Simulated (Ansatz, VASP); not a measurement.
# CoSi2: VASP beside Ansatz

Contents of INCAR:

```
SYSTEM = CoSi2
PREC = Accurate
ENCUT = 520
EDIFF = 1E-6
ISMEAR = -1
SIGMA = 0.05
LREAL = .False.
LASPH = .True.
NELM = 80
ALGO = Normal
ISIF = 2
LWAVE = .False.
LCHARG = .False.
GGA = PE
NBANDS = 16
```

KPOINTS

```
Automatic mesh
0
Gamma
  9 9 9
  0 0 0
```

The input POSCAR:

```
CoSi2
1.0
    0.0000000000      2.6780000000      2.6780000000
    2.6780000000      0.0000000000      2.6780000000
    2.6780000000      2.6780000000      0.0000000000
Co Si
1 2
Direct
    0.0000000000      0.0000000000      0.0000000000
    0.7500000000      0.7500000000      0.7500000000
    0.2500000000      0.2500000000      0.2500000000
```

The input input.yaml:

```yaml
crystal:
  lattice:
    - [0.0, 2.678, 2.678]
    - [2.678, 0.0, 2.678]
    - [2.678, 2.678, 0.0]
  atoms:
    - { symbol: Co, position: [0.0, 0.0, 0.0] }
    - { symbol: Si, position: [0.75, 0.75, 0.75] }
    - { symbol: Si, position: [0.25, 0.25, 0.25] }
hamiltonian:
  xc: pbe
  pseudopotentials: { kind: paw }
kpoints:
  mp_grid: { grid: [9, 9, 9] }
scf:
  occupations: { method: fermi_dirac, width: 0.05 }
output:
  forces: true
  stress: true
  eigenvalues: true
```

Alike in both runs: task single point; functional PBE; k mesh 9 × 9 × 9; occupations fermi-dirac, width 0.05 eV; no spin polarisation.

```csv
,VASP,Ansatz
version,VASP 6.6.1,Ansatz 0.2.0
potentials or method,"VASP PAW PBE potentials, release 64 (Co, Si)",Ansatz PAW
plane-wave cutoff (eV),520,420
valence electrons in the cell,17,25
```

VASP gave:

| Item | Value |
| --- | --- |
| gap on the k mesh at the Fermi level (eV) | none |
| pressure (GPa) | 0.2 |

Task: Estimate Ansatz's values.

Result: gap on the k mesh at the Fermi level (eV): none; pressure (GPa): 0.5.

A gap of «none» marks a metal or a gap that the smearing closes. The two sets of potentials don't hold the same shells in valence.

Spin polarisation is off, so any magnetic state and its effect on volume and gap are missing.
